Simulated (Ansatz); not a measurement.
The elements of this relaxed trial crystal are hidden behind letters.

```
lattice vectors (Å)
   2.5087    0.0000    0.0000
  -1.2543    2.1726    0.0000
   0.0000    0.0000    6.1827
fractional positions
X 0.0000 0.0000 0.5000
Z 0.6667 0.3333 0.8382
Z 0.3333 0.6667 0.1618
```

Method: DFT PBE, scalar-relativistic, plane waves, PAW in Ansatz 0.2.0. The final run on the 3-atom cell used 420 eV, a Γ-centred 24×24×8 mesh, 0.10 eV smearing and collinear spin.

| Item | Value |
| --- | --- |
| Space group | P-3m1 (No. 164) |
| Conventional cell | a = 2.509 Å, c = 6.183 Å |
| Volume per atom | 11.23 Å³ |
| Density | 8.56 g/cm³ |
| Formation energy | +0.04 eV/atom |
| Gap on the 24×24×8 mesh of the 3-atom cell | 0 eV (a metal) |
| Net moment per atom | 1.95 μB |

Energies are uncorrected and count from the elements' standard states at the same level.

Task: X is a d-block element of period 4 and Z is a d-block element of period 4. Which elements are they?

Result: X = Fe, Z = Co, so the formula is FeCo2. Density times volume gives a mean mass of 8.56 × 11.23/1.6605 = 57.9 u per atom, and this set has 57.9 u. Fe is surrounded by 6 Fe at 2.51 Å and 6 Co at 2.54 Å; Co has 9 Co at 2.47–2.51 Å and 3 Fe at 2.54 Å. Other sets within the hints have nearly the same mass, so mass alone doesn't settle it; this one was computed.

The magnetic state reached may not be the lowest. A structure relaxed within its symmetry needn't be a true minimum.
